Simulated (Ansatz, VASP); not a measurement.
## One calculation of TaN, two programs

INCAR

```
SYSTEM = TaN
PREC = Accurate ; ENCUT = 520
EDIFF = 1E-6 ; ISMEAR = -1
SIGMA = 0.02 ; LREAL = .FALSE.
LASPH = .TRUE. ; NELM = 60
ALGO = Normal ; ISIF = 2
LWAVE = .FALSE. ; LCHARG = .FALSE.
GGA = PE ; NBANDS = 15
```

The input KPOINTS:

```
Automatic mesh
0
G
  12 12 10
  0 0 0
```

The input POSCAR:

```
TaN
1.0
    2.9670898479      0.0000000000      0.0000000000
   -1.4835449240      2.5695751837      0.0000000000
    0.0000000000      0.0000000000      2.9115464110
Ta N
1 1
Direct
    0.3333333333      0.6666666667      0.5000000000
    0.0000000000      0.0000000000      0.0000000000
```

Input for Ansatz:

```yaml
crystal:
  lattice:
    - [2.9670898479, 0.0, 0.0]
    - [-1.483544924, 2.5695751837, 0.0]
    - [0.0, 0.0, 2.911546411]
  atoms:
    - { symbol: Ta, position: [0.3333333333, 0.6666666667, 0.5] }
    - { symbol: "N", position: [0.0, 0.0, 0.0] }
kpoints:
  mp_grid: { grid: [12, 12, 10] }
scf:
  occupations: { method: fermi_dirac, width: 0.02 }
hamiltonian:
  xc: pbe
  pseudopotentials: { kind: all_electron, lapw: { basis_error: 0.0005 } }
output:
  forces: true
  stress: true
  eigenvalues: true
```

Change from the starting cell: volume scaled by 1.03.

Alike in both runs: task single point; functional PBE; k mesh 12 × 12 × 10; occupations fermi-dirac, width 0.02 eV; no spin polarisation.

|  | VASP | Ansatz |
| --- | --- | --- |
| version | VASP 6.6.1 | Ansatz 0.2.0 |
| potentials or method | VASP PAW PBE potentials, release 64 (Ta_pv, N) | all-electron LAPW, scalar-relativistic |
| plane-wave cutoff (eV) | 520 | see its input |

|  | VASP | Ansatz | Ansatz less VASP |
| --- | --- | --- | --- |
| pressure (GPa) | -4.7 | -5.0 | -0.36 |
| largest component of the traceless stress (GPa) | 0.06 | 0.02 | -0.035 |

Ansatz ran all-electron here, so the differences hold the error of VASP's frozen core and of both bases.

The runs have no spin-orbit coupling, so splittings on Ta are missing.
